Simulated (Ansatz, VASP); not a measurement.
**Two plane-wave programs on AlN**

```xyz
4
Lattice="3.1316 0.0000 0.0000 -1.5658 2.7120 0.0000 0.0000 0.0000 5.0110" Properties=species:S:1:pos:R:3 pbc="T T T"
Al    0.0000    1.8080    0.0000
Al    1.5658    0.9040    2.5055
N     0.0000    1.8080    1.9292
N     1.5658    0.9040    4.4347
```

Change from the starting cell: volume scaled by 1.02, PAW files.

Alike in both runs: task electric field gradients; functional PBE; k mesh 11 × 11 × 6; occupations fermi-dirac, width 0.02 eV; no spin polarisation.

```csv
,VASP,Ansatz
version,VASP 6.6.1,Ansatz 0.2.0
potentials or method,"VASP PAW PBE potentials, release 64 (Al, N)","PAW with Ansatz's default frozen-core files, scalar-relativistic"
plane-wave cutoff (eV),520,420
valence electrons in the cell,16,16
```

```csv
,VASP,Ansatz,Ansatz less VASP
gap on the k mesh at the Fermi level (eV),3.99,3.98,-0.009
pressure (GPa),-0.2,0.1,+0.27
largest component of the traceless stress (GPa),0.87,0.91,+0.041
rms of the force components (eV/Å),0.104,0.103,-0.0007
Vzz of the field gradient on the site that differs most (V/Å²),0.5,0.2,-0.26
```

Atom by atom the forces differ by 0.001 eV/Å (rms over components).

Caveats: an odd mesh through Γ misses points on the zone boundary, where band edges often lie.
